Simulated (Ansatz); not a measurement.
**All-electron card of Bi**

```
CELL_PARAMETERS angstrom
3.33628 -3.05540 0.00000
3.33628 3.05540 0.00000
-1.15098 0.00000 3.09291
ATOMIC_POSITIONS crystal
Bi 0.25180 0.25180 0.14900
Bi 0.74820 0.74820 0.85100
```

Atom numbers follow the list: Bi1, Bi2.

Conventional cell: a = 6.673 Å, b = 6.111 Å, c = 3.300 Å, α = 90.00°, β = 110.41°, γ = 90.00°. Around Bi (atom 1) lie 6 Bi at 3.15 to 3.31 Å.

The structure is an experimental refinement, used without relaxation.

No spin–orbit coupling, which matters for the heavy atoms here.

The calculation used DFT, PBE, all-electron LAPW, scalar-relativistic in Ansatz 0.2.0.

The runs use a Γ-centred 8×8×11 k mesh, Fermi–Dirac smearing of 0.05 eV, basis error target 0.25 meV/atom, no spin polarisation.

```json
{"Pressure at this cell": "4.09 GPa", "Band gap": "none: bands cross the Fermi level, a metal", "Stress xx, yy, zz (compression positive)": "4.67, 3.25, 4.36 GPa", "Largest force": "0.069 eV/Å on Bi1", "Density of states at the Fermi level (0.2 eV bin)": "1.14 states/eV per cell", "Volume per atom": "212.8 bohr³"}
```
